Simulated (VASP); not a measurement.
# PtS2 (P-3m1) in VASP: further runs, part 2 of 4

VASP 6.6.1. The steps go on from the part before.

## (3) Equation of state, r2SCAN, 17.71 Å³/atom

File INCAR:

```
PREC     = Accurate       # precision mode
ENCUT    = 900            # plane-wave cutoff, eV
EDIFF    = 1E-8           # SCF threshold, eV
ISMEAR   = 0              # smearing method
SIGMA    = 0.05           # smearing width, eV
LREAL    = F              # projectors in reciprocal space
LASPH    = T              # aspherical terms in the spheres
NELM     = 100            # most SCF steps
ALGO     = Normal         # electronic algorithm
ISIF     = 2              # what is computed and relaxed
LWAVE    = F              # write WAVECAR
LCHARG   = F              # write CHGCAR
METAGGA  = R2SCAN         # meta-GGA
LMIXTAU  = T            
ADDGRID  = F
```

File KPOINTS:

```
Automatic mesh
0
Gamma
  13 13 8
```

File POSCAR:

```
PtS2
1.0
    3.5074076539      0.0000000000      0.0000000000
   -1.7537038269      3.0375041297      0.0000000000
    0.0000000000      0.0000000000      4.9878995503
Pt S
1 2
Direct
    0.0000000000      0.0000000000      0.0000000000
    0.6666666667      0.3333333333      0.7730000000
    0.3333333333      0.6666666667      0.2270000000
```

Potentials or basis: VASP PAW PBE potentials, release 64 (Pt, S).

Started as:

```console
cat potpaw_PBE.64/Pt/POTCAR potpaw_PBE.64/S/POTCAR > POTCAR
mpirun -np 1 vasp_std > vasp.out
```

OUTCAR:

```text
PREC = Accurate
   ENCUT = 900
   EDIFF = 1E-8
   ISMEAR = 0
   LREAL = F
   LASPH = T
   NELM = 100
   ISIF = 2
   METAGGA = R2SCAN

 ion  position               nearest neighbor table
   1  0.000  0.000  0.000-   2 2.32   3 2.32   3 2.32   2 2.32   2 2.32   3 2.32
   2  0.667  0.333  0.773-   1 2.32   1 2.32   1 2.32
   3  0.333  0.667  0.227-   1 2.32   1 2.32   1 2.32

  LATTYP: Found a hexagonal cell.
 ALAT       =     3.5074076539
 C/A-ratio  =     1.4221043125

  Lattice vectors:

 A1 = (   3.5074076539,   0.0000000000,   0.0000000000)
 A2 = (  -1.7537038269,   3.0375041297,   0.0000000000)
 A3 = (   0.0000000000,   0.0000000000,   4.9878995503)

Analysis of symmetry for initial positions (statically):
=====================================================================
 Subroutine PRICEL returns:
 Original cell was already a primitive cell.

 Routine SETGRP: Setting up the symmetry group for a
 hexagonal supercell.

 Subroutine GETGRP returns: Found 12 space group operations
 (whereof 12 operations were pure point group operations)
 out of a pool of 24 trial point group operations.

The static configuration has the point symmetry D_3d.

Analysis of symmetry for dynamics (positions and initial velocities):
=====================================================================
 Subroutine PRICEL returns:
 Original cell was already a primitive cell.

 Routine SETGRP: Setting up the symmetry group for a
 hexagonal supercell.

 Subroutine GETGRP returns: Found 12 space group operations
 (whereof 12 operations were pure point group operations)
 out of a pool of 24 trial point group operations.

The dynamic configuration has the point symmetry D_3d.

 Subroutine INISYM returns: Found 12 space group operations
 (whereof 12 operations are pure point group operations),
 and found     1 'primitive' translations

----------------------------------------------------------------------------------------

                                     Primitive cell

  volume of cell :      53.1399

[... 123 lines left out ...]
  energy-cutoff  :      900.00
  volume of cell :       53.14
 maximum number of plane-waves:      3300
 NGX is ok and might be reduce to    36
   NGX = 17   NGY = 17   NGZ = 25

 number of electron      22.0000001 magnetization

 Free energy of the ion-electron system (eV)
  ---------------------------------------------------
  ext. energy  EPLUGINS =         0.00000000
  ---------------------------------------------------
  free energy    TOTEN  =       -68.61881747 eV

  energy without entropy =      -68.61881747  energy(sigma->0) =      -68.61881747

 E-fermi :   7.2846     XC(G=0): -11.4433

 val. band max:        7.0128886910   @ k =   0.0000   0.1538   0.1250
 cond. band min:       8.0044307175   @ k =   0.0000   0.3077   0.2500
 fundamental gap:      0.9915420265
 Fermi energy:         7.2846488836

 k-point     1 :       0.0000    0.0000    0.0000
  band No.  band energies     occupation
      1      -9.5639      2.00000
      2      -5.9946      2.00000
      3      -0.6383      2.00000
      4      -0.6383      2.00000
      5      -0.4940      2.00000
      6       2.6083      2.00000
      7       2.6083      2.00000
      8       5.0202      2.00000
      9       5.7351      2.00000
     10       5.7351      2.00000
     11       6.8348      2.00000
     12       9.6884      0.00000
     13       9.6884      0.00000
     14      12.1508      0.00000
[... 401 lines left out ...]
      2      -6.1650      2.00000
      3      -0.6144      2.00000
      4      -0.5804      2.00000
      5      -0.1825      2.00000
      6       2.4799      2.00000
      7       2.5410      2.00000
      8       4.7354      2.00000
      9       5.5876      2.00000
     10       5.7746      2.00000
     11       6.8423      2.00000
     12       9.4735      0.00000
     13       9.5264      0.00000
     14      12.6242      0.00000
     15      14.0897      0.00000

 [... further k-points ...]

------------------------ aborting loop because EDIFF is reached ----------------------------------------

  FORCE on cell =-STRESS in cart. coord.  units (eV):
  Direction    XX          YY          ZZ          XY          YZ          ZX
  --------------------------------------------------------------------------------------
  -------------------------------------------------------------------------------------
  Total        5.2686170      5.2686170      4.4863367      0.0000000      0.0000000      0.0000000
  in kB      158.8496960    158.8496960    135.2638115      0.0000000      0.0000000      0.0000000
  external PRESSURE =     150.9877345 kB  Pullay stress =       0.0000000 kB

 VOLUME and BASIS-vectors are now :
 -----------------------------------------------------------------------------
  energy-cutoff  :      900.00
  volume of cell :       53.14
      direct lattice vectors                 reciprocal lattice vectors
     3.507407654  0.000000000  0.000000000     0.285110856  0.164608830  0.000000000
    -1.753703827  3.037504130  0.000000000     0.000000000  0.329217659  0.000000000
     0.000000000  0.000000000  4.987899550     0.000000000  0.000000000  0.200485192

 POSITION                                       TOTAL-FORCE (eV/Angst)
 -----------------------------------------------------------------------------------
      0.00000      0.00000      0.00000         0.000000      0.000000      0.000000
      1.75370      1.01250      3.85565         0.000000      0.000000     -1.711986
     -0.00000      2.02500      1.13225        -0.000000     -0.000000      1.711986
 -----------------------------------------------------------------------------------
    total drift:                                0.000000     -0.000000      0.000000

  FREE ENERGIE OF THE ION-ELECTRON SYSTEM (eV)
  ---------------------------------------------------
  free  energy   TOTEN  =       -68.6188174718 eV

  energy  without entropy=      -68.6188174718  energy(sigma->0) =      -68.61881747
```

OSZICAR:

```text
N       E                     dE             d eps       ncg     rms          rms(c)
DAV:   1     0.109838326539E+03    0.10984E+03   -0.15047E+04  4410   0.212E+03
DAV:   2    -0.670000678120E+02   -0.17684E+03   -0.17285E+03  5454   0.319E+02
[... 13 lines left out ...]
DAV:  16    -0.686188170721E+02   -0.38949E-05   -0.37376E-06  5663   0.218E-02    0.829E-03
DAV:  17    -0.686188169981E+02    0.73991E-07   -0.14121E-07  5951   0.464E-03    0.968E-03
DAV:  18    -0.686188172597E+02   -0.26168E-06   -0.53430E-07  4900   0.721E-03    0.181E-03
DAV:  19    -0.686188174705E+02   -0.21076E-06   -0.30799E-07  4564   0.844E-03    0.138E-03
DAV:  20    -0.686188174600E+02    0.10507E-07   -0.75501E-09  4156   0.861E-04    0.129E-03
DAV:  21    -0.686188174814E+02   -0.21375E-07   -0.14229E-09  2520   0.435E-04    0.125E-03
DAV:  22    -0.686188174718E+02    0.95936E-08   -0.53129E-09  2359   0.676E-04
   1 F= -.68618817E+02 E0= -.68618817E+02  d E =-.185304E-16
```

It took 8.6 min on 1 thread of Intel Xeon Platinum 8559C (Emerald Rapids), shared host; peak memory 0.45 GiB.

Results:

- Free energy: -68.6188 eV
- Pressure: 15.1 GPa
- Largest force: 1.712 eV/Å
- Band gap on the k mesh: 0.99 eV, indirect (least direct gap 1.25 eV)

Caveat: the PAW data sets were made with another functional, which shifts forces and pressure a little; spin-orbit coupling is left out, which moves the levels of the heavy elements; an odd mesh through Γ misses points on the zone boundary, where band edges often lie.

## (4) G0W0 quasiparticle levels, PBE

File POSCAR:

```
PtS2
1.0
    3.5432000000      0.0000000000      0.0000000000
   -1.7716000000      3.0685012107      0.0000000000
    0.0000000000      0.0000000000      5.0388000000
Pt S
1 2
Direct
    0.0000000000      0.0000000000      0.0000000000
    0.6666666667      0.3333333333      0.7730000000
    0.3333333333      0.6666666667      0.2270000000
```

File INCAR.step1:

```
SYSTEM = PtS2
ALGO     = Normal         ! electronic algorithm
EDIFF    = 1E-8           ! SCF threshold, eV
ENCUT    = 520            ! plane-wave cutoff, eV
GGA      = PE             ! functional
ISMEAR   = 0              ! smearing method
LASPH    = .TRUE.         ! aspherical terms in the spheres
LCHARG   = .FALSE.        ! write CHGCAR
LREAL    = .FALSE.        ! projectors in reciprocal space
LWAVE    = .TRUE.         ! write WAVECAR
NELM     = 100            ! most SCF steps
PREC     = Accurate       ! precision mode
SIGMA    = 0.01           ! smearing width, eV
```

File INCAR.step2:

```
SYSTEM = PtS2
ALGO     = Exact          ! electronic algorithm
EDIFF    = 1E-8           ! SCF threshold, eV
ENCUT    = 520            ! plane-wave cutoff, eV
GGA      = PE             ! functional
ISMEAR   = 0              ! smearing method
ISTART   = 1            
LASPH    = .TRUE.         ! aspherical terms in the spheres
LCHARG   = .FALSE.        ! write CHGCAR
LOPTICS  = .TRUE.         ! frequency-dependent dielectric function
LREAL    = .FALSE.        ! projectors in reciprocal space
LWAVE    = .TRUE.         ! write WAVECAR
NBANDS   = 339            ! bands
NELM     = 1              ! most SCF steps
PREC     = Accurate       ! precision mode
SIGMA    = 0.01           ! smearing width, eV
```

File INCAR.step3:

```
SYSTEM = PtS2
ALGO     = EVGW0          ! electronic algorithm
EDIFF    = 1E-8           ! SCF threshold, eV
ENCUT    = 520            ! plane-wave cutoff, eV
ENCUTGW  = 260            ! cutoff of the response function
GGA      = PE             ! functional
ISMEAR   = 0              ! smearing method
ISTART   = 1            
LASPH    = .TRUE.         ! aspherical terms in the spheres
LCHARG   = .FALSE.        ! write CHGCAR
LREAL    = .FALSE.        ! projectors in reciprocal space
LWAVE    = .FALSE.        ! write WAVECAR
NBANDS   = 339            ! bands
NBANDSGW = 19           
NELMGW   = 1            
NOMEGA   = 72             ! frequency points
PREC     = Accurate       ! precision mode
PRECFOCK = Fast         
SIGMA    = 0.01           ! smearing width, eV
```

File KPOINTS:

```
k-points
0
G
  5 5 3
  0 0 0
```

Potentials or basis: VASP PAW PBE potentials, release 64 (Pt_GW, S_GW).

Started as:

```console
cat potpaw_PBE.64/Pt_GW/POTCAR potpaw_PBE.64/S_GW/POTCAR > POTCAR
cp INCAR.step1 INCAR
mpirun -np 1 vasp_std > vasp.out
cp INCAR.step2 INCAR
mpirun -np 1 vasp_std > vasp.out
cp INCAR.step3 INCAR
mpirun -np 1 vasp_std > vasp.out
```

OUTCAR:

```text
SYSTEM = PtS2
   EDIFF = 1E-8
   ENCUT = 520
   ENCUTGW = 260
   GGA = PE
   ISMEAR = 0
   ISTART = 1
   LASPH = .TRUE.
   LREAL = .FALSE.
   NELMGW = 1
   PREC = Accurate
   PRECFOCK = Fast

 ion  position               nearest neighbor table
   1  0.000  0.000  0.000-   2 2.34   3 2.34   2 2.34   3 2.34   2 2.34   3 2.34
   2  0.667  0.333  0.773-   1 2.34   1 2.34   1 2.34
   3  0.333  0.667  0.227-   1 2.34   1 2.34   1 2.34

  LATTYP: Found a hexagonal cell.
 ALAT       =     3.5432000000
 C/A-ratio  =     1.4221043125

  Lattice vectors:

 A1 = (   3.5432000000,   0.0000000000,   0.0000000000)
 A2 = (  -1.7716000000,   3.0685012107,   0.0000000000)
 A3 = (   0.0000000000,   0.0000000000,   5.0388000000)

Analysis of symmetry for initial positions (statically):
=====================================================================
 Subroutine PRICEL returns:
 Original cell was already a primitive cell.

 Routine SETGRP: Setting up the symmetry group for a
 hexagonal supercell.

 Subroutine GETGRP returns: Found 12 space group operations
 (whereof 12 operations were pure point group operations)
 out of a pool of 24 trial point group operations.

The static configuration has the point symmetry D_3d.

Analysis of symmetry for dynamics (positions and initial velocities):
=====================================================================
 Subroutine PRICEL returns:
 Original cell was already a primitive cell.

 Routine SETGRP: Setting up the symmetry group for a
 hexagonal supercell.

 Subroutine GETGRP returns: Found 12 space group operations
 (whereof 12 operations were pure point group operations)
 out of a pool of 24 trial point group operations.

The dynamic configuration has the point symmetry D_3d.

[... 79 lines left out ...]
   ISTART =      1    job   : 0-new  1-cont  2-samecut
   ICHARG =      0    charge: 1-file 2-atom 10-const
   ISPIN  =      1    spin polarized calculation?
   LNONCOLLINEAR =      F non collinear calculations
   LSORBIT =      F    spin-orbit coupling
   LASPH  =      T    aspherical Exc in radial PAW
   ENCUT  =  520.0 eV  38.22 Ry    6.18 a.u.   6.59  6.59  9.37*2*pi/ulx,y,z
   NELM   =     60;   NELMIN=  2; NELMDL=  0     # of ELM steps
   EDIFF  = 0.1E-07   stopping-criterion for ELM
   LREAL  =      F    real-space projection
   EDIFFG = 0.1E-06   stopping-criterion for IOM
   NSW    =      0    number of steps for IOM
   IBRION =     -1    ionic relax: 0-MD 1-quasi-New 2-CG
   NFREE  =      0    steps in history (QN), initial steepest desc. (CG)
   ISIF   =      0    stress and relaxation
   ISYM   =      3    0-nonsym 1-usesym 2-fastsym
   POTIM  = 0.5000    time-step for ionic-motion
   TEBEG  =    0.0;   TEEND  =   0.0 temperature during run
   PSTRESS=    0.0 pullay stress
   NELECT =      22.0000    total number of electrons
   NUPDOWN=      -1.0000    fix difference up-down
   EMIN   =  10.00;   EMAX   =-10.00  energy-range for DOS
   EFERMI =   0.00;   METHOD = LEGACY
   ISMEAR =     0;   SIGMA  =   0.01  broadening in eV -4-tet -1-fermi 0-gaus
   EFERMI_NEDOS =   21; number of points for ismear=-14 and -15
   IALGO  =     38    algorithm
   IMIX   =      4    mixing-type and parameters
     AMIX     =   0.40;   BMIX     =  1.00
     AMIX_MAG =   1.60;   BMIX_MAG =  1.00
  volume/ion in A,a.u.               =      18.26       123.23
  Fermi-wavevector in a.u.,A,eV,Ry     =   1.207812  2.282434 19.848315  1.458810
  Thomas-Fermi vector in A             =   2.343439
   LORBIT       =      0    0 simple, 1 ext, 2 COOP (PROOUT), +10 PAW based schemes
   GGA     = PE    functional components
   LHFCALC =     T    Hartree Fock is set to
   PRECFOCK=fast      Normal, Fast or Accurate (Low or Medium for compatibility)
   ENCUT4O =  -1.0   cutoff for four orbital integrals eV
   NKREDX  =     1    reduce k-point grid by
   NKREDY  =     1    reduce k-point grid by
   NKREDZ  =     1    reduce k-point grid by
   AEXX    =    1.0000 exact exchange contribution
   HFSCREEN=    0.0000 screening length (either q_TF or 0.3 A-1)
   HFSCREENC=   0.0000 screening length for correlation (either q_TF or 0.3 A-1)
   ENCUTFOCK=  -1.0 apply spherical cutoff to Coloumb kernel
   IVDW    =     0    specifies the selected vdW correction
   LEPSILON=     F    determine dielectric tensor
   LRPA    =     F    only Hartree local field effects (RPA)
   LRPAFORCE           =     F    calculate RPA forces
   ENCUTGW             = 260.0    cutoff for response function in eV
   ENCUTGWSOFT         = 208.0    soft cutoff for Coulomb kernel in GW response function in eV
   ENCUTLF             =  -1.0    cutoff for local field effects
   NELMGW              =     1    number of iterations in solving QP/BSE equation
   NELMHF              =     1    number of iterations in the inner HF iteration
   NKREDLFX            =     1    NKREDLFY  =   1   NKREDLFZ  =   1
 non-spin polarized calculation
 Gauss-broadening in eV      SIGMA  =   0.01
  energy-cutoff  :      520.00
  volume of cell :       54.78
 maximum number of plane-waves:      1507
 NGX is ok and might be reduce to    28
  NGX = 16; NGY = 16; NGZ = 24
   NGX = 13   NGY = 13   NGZ = 19
 maximum number of plane-waves:       535

 QP shifts <psi_nk| G(iteration)W_0 |psi_nk>: iteration 1
 for sc-GW calculations column KS-energies equals QP-energies in previous step
 and V_xc(KS)=  KS-energies - (<T + V_ion + V_H > + <T+V_H+V_ion>^1  + <V_x>^1)

 k-point   1 :       0.0000    0.0000    0.0000
  band No.  KS-energies  QP-energies   sigma(KS)   V_xc(KS)     V^pw_x(r,r')   Z            occupation Imag(sigma)

      1      -8.8583      -9.0335     -13.4464     -13.1649     -21.4980       0.6223       2.0000       1.3417
      2      -5.6101      -6.0779     -14.7135     -14.0169     -21.2128       0.6715       2.0000       0.8566
      3      -0.3313      -0.9133     -13.9784     -13.1460     -18.0063       0.6992       2.0000       0.4034
      4      -0.3313      -0.9133     -13.9784     -13.1460     -18.0063       0.6992       2.0000       0.4034
      5      -0.1918      -0.8312     -12.9201     -11.9972     -17.6997       0.6929       2.0000       0.6280
      6       2.7312       1.9822     -13.9918     -12.9274     -18.0267       0.7037       2.0000       0.1722
[... 251 lines left out ...]
      5       1.1427       0.4725     -13.4482     -12.5252     -17.0212       0.7262       2.0000       0.3210
      6       1.9469       1.3214     -13.6256     -12.7630     -16.9413       0.7252       2.0000       0.3044
[... 11 lines left out ...]
     18      16.6494      16.7362     -11.1483     -11.2630      -5.3604       0.7560       0.0000      -0.2897
     19      17.7643      17.8658     -11.4160     -11.5494      -5.2466       0.7609       0.0000      -0.3797
```

OUTCAR.step2:

```text
SYSTEM = PtS2
   EDIFF = 1E-8
   ENCUT = 520
   GGA = PE
[... 860 lines left out ...]
  --------------------------------------------------------------------------------------------------------------
     0.00000    18.76495    18.76495    11.97267     0.00000     0.00000    -0.00000
     2.36380    11.00720    11.00720     7.70827    -0.00000     0.00000     0.00000
     4.72759    -2.13831    -2.13831     2.44663     0.00000    -0.00000    -0.00000
     7.09139     1.29470     1.29470     2.35780     0.00000    -0.00000     0.00000
     9.45519    -1.60472    -1.60472     1.85540     0.00000    -0.00000    -0.00000
    11.81899     1.23964     1.23964    -1.10894    -0.00000    -0.00000     0.00000
[... 92 lines left out ...]
   231.65215     0.98496     0.98496     0.98485    -0.00000    -0.00000    -0.00000
   234.01595     0.98529     0.98529     0.98519    -0.00000    -0.00000    -0.00000
```

Run time: 21 min. Hardware: 1 thread of Intel Xeon 6975P-C (Granite Rapids), shared host; peak memory 1.5 GiB.

Results:

```
Band gap on the k mesh, mean-field level : 1.31 eV, indirect (least direct gap 1.41 eV)
Quasiparticle gap                        : 1.76 eV
Least direct quasiparticle gap           : 1.94 eV
```

Caveat: bands, screening cutoff and mesh are small and nothing is extrapolated, so the quasiparticle values aren't converged; spin-orbit coupling is left out, which moves the levels of the heavy elements; an odd mesh through Γ misses points on the zone boundary, where band edges often lie.

[end of part 2 of 4]
